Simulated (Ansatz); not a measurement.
A distorted cell of CsCl (CsCl type):

```
CsCl
1.0
    4.14031     0.00000     0.00000
    0.00000     4.14031     0.00000
    0.00000     0.00000     4.14031
Cs Cl
1 1
Direct
  0.89566   0.00000   0.00000
  0.50000   0.50000   0.50000
```

The numbers are results of r2SCAN (plane waves to 500 eV, PAW, scalar-relativistic; Ansatz, a quantum-chemistry and plane-wave program), not measurements. k mesh 7×7×7 (Γ-centred), Fermi-Dirac smearing 0.05 eV. Energies are smeared free energies. Compression counts positive. CsCl was relaxed with its symmetry unable to fall.

Question: What forces act on the atoms (eV/Å, Cartesian)?

Answer: 
```json
[
 {"atom": "Cs1", "Fx": "0.420", "Fy": "0.000", "Fz": "0.000"},
 {"atom": "Cl2", "Fx": "-0.421", "Fy": "0.000", "Fz": "0.000"}
]
```

Question: Give the stress tensor in GPa and the pressure.

Answer: 
```
   0.65     0.00     0.00
   0.00     1.21     0.00
   0.00     0.00     1.21
```
The pressure, a third of the trace, is 1.03 GPa.

Question: In it atom 1 sits (-0.432, 0.000, 0.000) Å away from its relaxed site. What is its energy relative to the relaxed cell?

Answer: 89 meV/cell.

(A displaced cell: forces are minus the slopes of the energy, force constants its curvatures, and phonons follow from these.)
